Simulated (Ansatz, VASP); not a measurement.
# Co in VASP and in Ansatz

```xyz
1
Lattice="2.2999 0.0000 0.0000 0.0000 2.2999 0.0000 0.0000 0.0000 2.2999" Properties=species:S:1:pos:R:3 pbc="T T T"
Co    0.0000    0.0000    0.0000
```

Alike in both runs: functional revPBE; k mesh 14 × 14 × 14; occupations fermi-dirac, width 0.1 eV; no spin polarisation.

Ansatz relaxed the structure, and its values are those at the end. VASP's run is a single point on that final structure, the one shown.

|  | VASP | Ansatz |
| --- | --- | --- |
| version | VASP 6.6.1 | Ansatz 0.2.0 |
| potentials or method | VASP PAW PBE potentials, release 64 (Co) | plane waves (420 eV) with PAW, scalar-relativistic |
| plane-wave cutoff (eV) | 520 | 420 |
| valence electrons in the cell | 9 | 17 |

Ansatz gave:

* pressure (GPa): 0.0

Task: What did VASP give for the same quantities?

Result: Pressure (GPa): -0.7.

With one functional, cell and mesh, what is left measures potentials, basis and numerics. The two sets of potentials don't hold the same shells in valence.

Caveats: the PAW data sets were made with another functional, which shifts forces and pressure a little (VASP); the run has no spin polarisation, though such a crystal can be magnetic. Spin polarisation is off, so any magnetic state and its effect on volume and gap are missing.
